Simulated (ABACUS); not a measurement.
# NaCl under changes of volume

One of the cells (21.813 Å³/atom); the others are scaled copies at fixed shape and fractional positions:

```
CELL_PARAMETERS angstrom
0.00000 2.79406 2.79406
2.79406 0.00000 2.79406
2.79406 2.79406 0.00000
ATOMIC_POSITIONS crystal
Cl 0.50000 0.50000 0.50000
Na 0.00000 0.00000 0.00000
```

The cell is a database's computed one.

* Program: ABACUS 3.10.1
* Functional: PBE
* Potentials or basis: PseudoDojo NC SR 0.4.1 PBE standard
* Cutoff: 1361 eV
* Density cutoff: 5442 eV
* Basis: DZP LCAO (the cutoffs set its grid)
* k mesh: 8 × 8 × 8
* Occupations: fermi-dirac, width 0.05 eV
* Spin: no spin polarisation

```csv
volume (Å³/atom),energy over the lowest point (meV/atom),pressure (GPa),gap on the mesh (eV)
20.504,28.61,3.9,5.69
20.940,19.19,3.0,5.59
21.376,11.95,2.3,5.50
21.813,?,?,?
22.249,2.85,1.1,5.33
22.685,0.75,0.5,5.25
23.121,0.00,0.0,5.17
```

What does the run at 21.813 Å³/atom give?

Energy over the lowest point 6.54 meV/atom; pressure 1.7 GPa; gap on the mesh 5.41 eV.

Worked out: A Birch-Murnaghan fit of order 3 (a polynomial in V^(-2/3)) to the other rows has its minimum at 23.15 Å³/atom, just outside them, with B0 = V·E''(V) = 24 GPa and B' = 4.5. It gives 6.53 meV/atom at 21.813 Å³/atom, against the run's 6.54, and -dE/dV = 1.7 GPa, against 1.7. A straight line through the other rows of the gap, of slope -4.3 eV per unit of ln V (its deformation potential), gives 5.42 eV, against the run's 5.41.

Energies are extrapolated to zero smearing.

Caveats: the atomic orbitals were generated for these runs and aren't a published set; the basis of atomic orbitals isn't converged, which shifts pressures, moduli and gaps.
